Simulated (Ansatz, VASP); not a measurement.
BN: VASP beside Ansatz

```
B N
1.0
     2.55458    0.00000    0.00000
    -1.27729    2.21233    0.00000
     0.00000    0.00000    4.22451
B N
2 2
Direct
  0.67763 0.33333 0.99981
  0.32237 0.66667 0.49981
  0.65492 0.33333 0.62519
  0.34508 0.66667 0.12519
```

Change from the starting cell: mode 4 (471.6 1/cm) frozen in, largest displacement +0.030 Å.

Alike in both runs: task single point; functional PBE; k mesh 12 × 12 × 6; occupations gaussian, width 0.05 eV; no spin polarisation.

|  | VASP | Ansatz |
| --- | --- | --- |
| version | VASP 6.6.1 | Ansatz 0.2.0 |
| potentials or method | VASP PAW PBE potentials, release 64 (B, N) | scalar-relativistic, plane waves, PAW |
| plane-wave cutoff (eV) | 520 | 420 |
| valence electrons in the cell | 16 | 16 |

VASP gave:

```
gap on the k mesh at the Fermi level (eV)       : 5.16
least direct gap on the mesh (eV)               : 8.19
pressure (GPa)                                  : 0.2
largest component of the traceless stress (GPa) : 1.01
rms of the force components (eV/Å)              : 0.173
```

**Question.** Which values does Ansatz return?

**Answer.** gap on the k mesh at the Fermi level (eV): 5.18; least direct gap on the mesh (eV): 8.21; pressure (GPa): 0.0; largest component of the traceless stress (GPa): 1.01; rms of the force components (eV/Å): 0.173.

Atom by atom the forces differ by 0.001 eV/Å (rms over components). With one functional, cell and mesh, what is left measures potentials, basis and numerics.

A k mesh can miss the band edges.
